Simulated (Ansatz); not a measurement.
# Ga (Cmcm) in Ansatz: convergence with xc grid

Aim: find how far xc grid must go before the results for Ga settle, at r2SCAN. This setting moves, with any that are tied to it; all else stays.

Program: Ansatz 0.2.0. These are calculated values, not measurements. Logs are shortened: lines on timing, memory, paths and dates and some standing lists are left out, and cuts for length are marked.

## 1. The crystal as given

It takes space group Cmcm (No. 63, orthorhombic). Conventional cell: a = 2.900 Å, b = 8.130 Å, c = 3.170 Å, α = 90.00°, β = 90.00°, γ = 90.00°. Ga (site symmetry m2m) is surrounded by 8 Ga at 2.68 to 2.90 Å.

This isn't the form of Ga at room conditions, which is orthorhombic.

## 2. With xc grid 1

The input, input.yaml:

```yaml
crystal:
  lattice:
    - [1.45, -4.065, 0.0]
    - [1.45, 4.065, 0.0]
    - [0.0, 0.0, 3.17]
  atoms:
    - { symbol: Ga, position: [0.133, 0.867, 0.75] }
    - { symbol: Ga, position: [0.867, 0.133, 0.25] }
hamiltonian:
  xc: r2scan
  pseudopotentials: { kind: nc, accuracy: stringent }
kpoints:
  mp_grid: { grid: [8, 8, 7] }
scf:
  occupations: { method: gaussian, width: 0.05 }
output:
  forces: true
  stress: true
  eigenvalues: true
basis:
  xc_grid: 1
```

Potentials or basis: PseudoDojo stringent (PBE files).

Launch:

```sh
$ ansatz run input.yaml --threads 2 --pin off --max-ram 5632MiB --backend cpu --events-out ev --progress --plain --runs-dir out
```

Run time: 24 s. Hardware: 2 threads of Intel Xeon Platinum 8259CL at 2.50GHz (Skylake/Cascade Lake), shared host; peak memory 0.73 GiB.

Results:

| Item | Value |
| --- | --- |
| Free energy | -13555.2440 eV |
| Pressure | -1.4 GPa |
| Largest force | 0.257 eV/Å |
| Band gap on the k mesh | none (metal or under the smearing width) |

## 3. With xc grid 2

Changes to input.yaml since step 2:

```diff
@@ -20,2 +20,2 @@
 basis:
-  xc_grid: 1
+  xc_grid: 2
```

Potentials or basis: PseudoDojo stringent (PBE files).

Launch:

```sh
$ ansatz run input.yaml --threads 2 --pin off --max-ram 5632MiB --backend cpu --events-out ev --progress --plain --runs-dir out
```

Run time: 22 s. Hardware: 2 threads of Intel Xeon Platinum 8259CL at 2.50GHz (Skylake/Cascade Lake), shared host; peak memory 0.77 GiB.

Results:

| Quantity | Value |
| --- | --- |
| Free energy | -13555.2442 eV |
| Pressure | -1.4 GPa |
| Largest force | 0.259 eV/Å |
| Band gap on the k mesh | none (metal or under the smearing width) |

## 4. With xc grid 3

Changes to input.yaml since step 3:

```diff
@@ -20,2 +20,2 @@
 basis:
-  xc_grid: 2
+  xc_grid: 3
```

Launch:

```sh
$ ansatz run input.yaml --threads 2 --pin off --max-ram 5632MiB --backend cpu --events-out ev --progress --plain --runs-dir out
```

Run time: 21 s. Hardware: 2 threads of Intel Xeon Platinum 8259CL at 2.50GHz (Skylake/Cascade Lake), shared host; peak memory 0.87 GiB.

The run converged. Its results:

```yaml
Free_energy: -13555.2442 eV
Pressure: -1.4 GPa
Largest_force: 0.259 eV/Å
Band_gap_on_the_k_mesh: none (metal or under the smearing width)
```

## 5. With xc grid 4

Changes to input.yaml since step 4:

```diff
@@ -20,2 +20,2 @@
 basis:
-  xc_grid: 3
+  xc_grid: 4
```

Launch:

```sh
$ ansatz run input.yaml --threads 2 --pin off --max-ram 5632MiB --backend cpu --events-out ev --progress --plain --runs-dir out
```

Wall time 26 s (2 threads of Intel Xeon Platinum 8259CL at 2.50GHz (Skylake/Cascade Lake), shared host); peak memory 1.1 GiB.

Results (log left out):

* Free energy: -13555.2442 eV
* Pressure: -1.4 GPa
* Largest force: 0.259 eV/Å
* Band gap on the k mesh: none (metal or under the smearing width)

## 6. With xc grid 5

Changes to input.yaml since step 5:

```diff
@@ -20,2 +20,2 @@
 basis:
-  xc_grid: 4
+  xc_grid: 5
```

Potentials or basis: PseudoDojo stringent (PBE files).

Launch:

```sh
$ ansatz run input.yaml --threads 2 --pin off --max-ram 5632MiB --backend cpu --events-out ev --progress --plain --runs-dir out
```

Standard output:

```text
Warning: hamiltonian.xc reads the kinetic-energy density τ on the library's norm-conserving files, and those of Ga were made for PBE. This build holds files of Ga that were made for r²SCAN, which a deck under this functional can read where it names no table (hamiltonian.pseudopotentials.accuracy or source), types no xc_functional and has no exact exchange, max_exx_coeff or level of output.embedding that keeps them out. To compare such runs, type hamiltonian.pseudopotentials: {kind: paw, frozen_core: stored} on both or, where PAW refuses one, {kind: nc, accuracy: standard}
Warning: RAYON_NUM_THREADS=2 ignored (pool sized by the plan → 2); use --threads N
Engine: ansatz 0.2.0, x86_64-unknown-linux-gnu
Pseudopotentials: kind: nc
Pseudopotential: Ga, nc, valence charge 21, recommended cutoff 1551.049016 eV (normal), Ga.nc.azcp (PseudoDojo's, or run here from an input of PseudoDojo's; its table is named by hamiltonian.pseudopotentials.accuracy)
Functional definition: r2SCAN
  parameter k0 = 0.174
  parameter k1 = 0.065
  parameter a1 = 4.9479
  exchange = r2scan_x(k0 = k0, k1 = k1, a1 = a1)
  correlation = r2scan_c
Crystal: 2 atoms, lattice volume = 37.370 Å³
Basis set: ecut = 1551.049016 eV, 5183 PW (Γ), exchange–correlation on 300×300×225 points (125 copies of the dense FFT grid, shifted against one another)
Bands: 26, of which v1, the nominal top of the filled ones, is band 21 counted from 1 (20 counted from 0)
Symmetry: 8 space group operations
Space group: Cmcm (ITA 63), of the structure as read, at distance tolerance 3.3e-5 Å
k-points: 84 of 448
Non-local potential: Ga, projectors of the file, l = 0: 2, l = 1: 2, l = 2: 2
Initial density: superposition of atomic densities (chi_scale 0.1, normalization cell)
Initial wavefunctions: pseudopotential atomic-orbital guess
Functional: x = r2scan, c = r2scan; τ floored in thin density (d = 2e-4 eV/Å³)
iter 1 solved again at ethr=2.69e-4 eV; its pass at ethr=3.10e-3 eV (dr2=1.13e-1 eV) is discarded
SCF iter   1: F=—  HF=-13555.180004 eV  |F-HF|=—  |Δ(HF+E_count)|=         —  Δρ=2.19e-2  dr2=1.12e-1  dr2_τ=3.48e-1  ethr=2.69e-4  ⟨swp⟩=1.0  Hψ=12028  notcnv=0
preconditioner: auto → none  [insulator: Δε(μ)=0.084 eV  Ē_g=18.627 eV  σ=0.050 eV  W_gap=0.67  n_scr=12 (ndim 8)  ℏωp=31.0 eV  f_vac=0.000  D(μ)=0.95/eV (n_scr^D=4)  ε∞_Penn≈3.8]
SCF iter   2: F=—  HF=-13555.231359 eV  |F-HF|=—  |Δ(HF+E_count)|=   5.14e-2  Δρ=1.25e-2  dr2=2.73e-2  dr2_τ=8.70e-2  ethr=2.66e-4  ⟨swp⟩=2.8  Hψ=3505  notcnv=0
SCF iter   3: F=—  HF=-13555.244389 eV  |F-HF|=—  |Δ(HF+E_count)|=   1.30e-2  Δρ=3.83e-3  dr2=1.98e-3  dr2_τ=9.59e-2  ethr=6.50e-5  ⟨swp⟩=3.0  Hψ=4406  notcnv=0  defer=10
SCF iter   4: F=—  HF=-13555.243933 eV  |F-HF|=—  |Δ(HF+E_count)|=   4.56e-4  Δρ=6.74e-4  dr2=4.42e-5  dr2_τ=1.82e-3  ethr=4.71e-6  ⟨swp⟩=3.2  Hψ=4052  notcnv=0  defer=10
SCF iter   5: F=—  HF=-13555.244157 eV  |F-HF|=—  |Δ(HF+E_count)|=   2.25e-4  Δρ=1.40e-4  dr2=2.30e-6  dr2_τ=1.59e-5  ethr=1.05e-7  ⟨swp⟩=2.0  Hψ=3265  notcnv=0  defer=10
SCF iter   6: F=—  HF=-13555.244160 eV  |F-HF|=—  |Δ(HF+E_count)|=   3.04e-6  Δρ=2.71e-5  dr2=2.33e-7  dr2_τ=6.92e-7  ethr=5.46e-9  ⟨swp⟩=2.0  Hψ=3388  notcnv=0  defer=10
SCF iter   7: F=-13555.244160 eV  HF=-13555.244160 eV  |F-HF|=2.99e-8  |Δ(HF+E_count)|=   9.94e-8  Δρ=8.84e-6  dr2=8.61e-9  dr2_τ=3.90e-8  ethr=2.38e-10  ⟨swp⟩=6.4  Hψ=8948  notcnv=0
SCF 1 converged in 7 iterations: F = -13555.244160 eV  dr2 = 8.61e-9
SCF converged after 7 iterations
Free energy (F): -13555.244160 eV
Harris-Foulkes:  -13555.244160 eV  (|F-HF|=2.99e-8)
Internal energy: -13555.243088 eV  (E = F + TS)
E sigma→0 (E₀):  -13555.243624 eV
Entropy (-TS):   -0.001073 eV (-0.536 meV/atom)
Fermi energy:    12.268263 eV
--- Per-component energies (eV) ---
  E_band       = -1605.242295
  E_kinetic    = 6561.356298
  E_local      = -13928.458295  (includes V_loc(G=0)·N_el)
  E_nonlocal   = -3227.301583
  E_hartree    = 5332.315306
  E_xc         = -1448.718193
  E_vxc        = -1828.529264  (∫ρ·V_xc dr)
  E_vtau       = 153.057530  (kinetic-family band-sum trace: ∫τ·v_τ [+ j·A + Jᵃ·Aᵃ] dr)
  E_ewald      = -6844.436621
  E_smearing   = -0.001073  (= −TS)
  E_closure    = -0.000000  (closes the sum)
  Σ components = -13555.244160   (vs F -13555.244160, Δ=0.00e0)
--- Forces (eV/Å), atoms counted from 1 ---
  atom   1  Ga     0.00000000    -0.25889210     0.00000000
  atom   2  Ga     0.00000000     0.25889210     0.00000000
  max |Σ_I F_I| component: 0.00e0 eV/Å
--- Stress (GPa, compression-positive) ---
       -1.721764       0.000000       0.000000
        0.000000      -0.317957       0.000000
        0.000000       0.000000      -2.127855
  P = ⅓ Tr σ = -1.3892 GPa (-13.892 kbar)
--- Band table (eV; the first three rows and the last of 84) ---
  k-point 0: bands = ["-137.7404", "-137.7395", "-86.0376", "-86.0329", "-86.0173", "-86.0165", "-86.0127", "-86.0040", "-3.5650", "-3.5357", "-3.4569", "-3.4437", "-3.2403", "-3.2295", "-3.1933", "-3.1844", "-3.1835", "-3.0164", "0.3113", "9.6781", "10.6007", "15.1942", "19.1769", "20.4532", "21.3834", "23.2225"]
  k-point 1: bands = ["-137.7404", "-137.7395", "-86.0375", "-86.0333", "-86.0173", "-86.0166", "-86.0122", "-86.0044", "-3.5515", "-3.5255", "-3.4554", "-3.4124", "-3.2754", "-3.2739", "-3.1853", "-3.1553", "-3.1548", "-3.0501", "0.6386", "10.0617", "10.4350", "13.0318", "20.7561", "21.6598", "21.7239", "21.7752"]
  k-point 2: bands = ["-137.7402", "-137.7396", "-86.0372", "-86.0343", "-86.0171", "-86.0166", "-86.0110", "-86.0056", "-3.5616", "-3.4654", "-3.4295", "-3.3510", "-3.3250", "-3.3235", "-3.2021", "-3.1232", "-3.1212", "-3.1188", "1.6289", "8.3390", "11.1847", "12.5622", "18.3972", "18.6552", "21.6081", "22.4014"]
  k-point 83: bands = ["-137.7399", "-137.7399", "-86.0365", "-86.0363", "-86.0171", "-86.0166", "-86.0082", "-86.0075", "-3.4946", "-3.4896", "-3.4236", "-3.3886", "-3.2747", "-3.2674", "-3.2013", "-3.1663", "-3.1662", "-3.1600", "5.4122", "6.0430", "8.1016", "8.7237", "21.2820", "23.3773", "24.0682", "24.1032"]
```

It took 25 s on 2 threads of Intel Xeon Platinum 8259CL at 2.50GHz (Skylake/Cascade Lake), shared host; peak memory 1.6 GiB.

What came out:

```yaml
Free_energy: -13555.2442 eV
Pressure: -1.4 GPa
Largest_force: 0.259 eV/Å
Band_gap_on_the_k_mesh: none (metal or under the smearing width)
```

## 7. Summary

| xc grid | energy less the tightest run, at zero smearing (meV/atom) | largest force (eV/Å) | SCF cycles | CPU time (s) | peak memory (GiB) |
| --- | --- | --- | --- | --- | --- |
| 1 | 0.10 | 0.257 | 7 | 46 | 0.73 |
| 2 | 0.00 | 0.259 | 7 | 41 | 0.77 |
| 3 | 0.00 | 0.259 | 7 | 42 | 0.87 |
| 4 | 0.00 | 0.259 | 7 | 50 | 1.1 |
| 5 | 0.00 | 0.259 | 7 | 50 | 1.6 |

Against the tightest run, the energy stays within 1 meV/atom from 1 on; the largest force stays within 0.005 eV/Å from 1 on. The tightest run that finished is the yardstick and may itself not be fully converged.

Caveats: the meta-GGA runs on potentials made for a GGA; the potentials were made for another functional, which shifts forces and pressure.
